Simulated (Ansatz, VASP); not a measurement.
## Al2O3 in VASP and in Ansatz

```
CELL_PARAMETERS angstrom
2.83956 0.00000 0.00000
-1.41978 2.45913 0.00000
0.00000 0.00000 8.55361
ATOMIC_POSITIONS crystal
Al 0.00000 0.00000 0.27795
Al 0.00000 0.00000 0.72205
O 0.33333 0.66667 0.19945
O 0.66667 0.33333 0.80055
O 0.00000 0.00000 0.50000
```

Alike in both runs: task single point; functional LDA; k mesh 12 × 12 × 4; occupations gaussian, width 0.05 eV; no spin polarisation.

```csv
,VASP,Ansatz
version,VASP 6.6.1,Ansatz 0.2.0
potentials or method,"VASP PAW LDA potentials, release 64 (Al, O)","scalar-relativistic, plane waves, PAW"
plane-wave cutoff (eV),520,420
valence electrons in the cell,24,24
```

VASP gave:

```
gap on the k mesh at the Fermi level (eV)       : 0.11
least direct gap on the mesh (eV)               : 0.11
pressure (GPa)                                  : -4.4
largest component of the traceless stress (GPa) : 44.46
rms of the force components (eV/Å)              : 1.537
```

Task: Estimate Ansatz's values.

Result: gap on the k mesh at the Fermi level (eV): 0.10; least direct gap on the mesh (eV): 0.10; pressure (GPa): -5.2; largest component of the traceless stress (GPa): 44.14; rms of the force components (eV/Å): 1.540.

Atom by atom the forces differ by 0.015 eV/Å (rms over components).

Caveats: forces of over 1 eV/Å show positions far from the minimum, so gaps and moduli don't describe the material at rest.
